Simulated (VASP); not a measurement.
Here is a VASP 6.6.1 calculation.

INCAR

```
SYSTEM = NiO
ALGO     = Normal         ! electronic algorithm
EDIFF    = 1E-7           ! SCF threshold, eV
ENCUT    = 520            ! plane-wave cutoff, eV
ISIF     = 2              ! what is computed and relaxed
ISMEAR   = -1             ! smearing method
ISPIN    = 2              ! spin polarisation
LASPH    = .True.         ! aspherical terms in the spheres
LCHARG   = .False.        ! write CHGCAR
LDAU     = .True.         ! DFT+U
LDAUJ    = 0 0          
LDAUL    = 2 -1           ! shell
LDAUPRINT= 1            
LDAUTYPE = 2            
LDAUU    = 6 0            ! U, eV
LMAXMIX  = 4              ! l up to which the mixer works
LORBIT   = 11             ! projections on sites
LREAL    = .False.        ! projectors in reciprocal space
LWAVE    = .False.        ! write WAVECAR
MAGMOM   = 2.5 2.5 0 0    ! initial moments
NELM     = 150            ! most SCF steps
PREC     = Accurate       ! precision mode
SIGMA    = 0.05           ! smearing width, eV
```

File KPOINTS:

```
k-points
0
Gamma
  7 7 7
  0 0 0
```

Contents of POSCAR:

```
NiO
1.0
    0.0000000000      2.5046153800      2.5046153800
    2.5046153800      0.0000000000      2.5046153800
    2.5046153800      2.5046153800      0.0000000000
Ni O
2 2
Direct
    0.0000000000      0.0000000000      0.0000000000
    0.5000000000      0.5000000000      0.5000000000
    0.2500000000      0.2500000000      0.2500000000
    0.7500000000      0.7500000000      0.7500000000
```

Potentials or basis: VASP PAW LDA potentials, release 64 (Ni, O).

Command:

```console
$ cat potpaw_LDA.64/Ni/POTCAR potpaw_LDA.64/O/POTCAR > POTCAR
$ mpirun -np 1 vasp_std > vasp.out
```

Q: Estimate the site moments.

A: Ni +1.50; O +0.47 μB.

Q: Predict the pressure.

A: -1.8 GPa.

Q: Predict the net moment.

A: 4.00 μB per cell.

Eigenvalues of the final occupation matrices:
```csv
site,spin,trace,eigenvalues
site 1 d,1,5.01,0.98 0.98 1.02 1.02 1.02
site 1 d,2,3.51,0.52 0.52 0.52 0.97 0.97
site 2 d,1,5.01,0.98 0.98 1.02 1.02 1.02
site 2 d,2,3.51,0.52 0.52 0.52 0.97 0.97
```

The state reached can hang on the start; a lower one may exist.
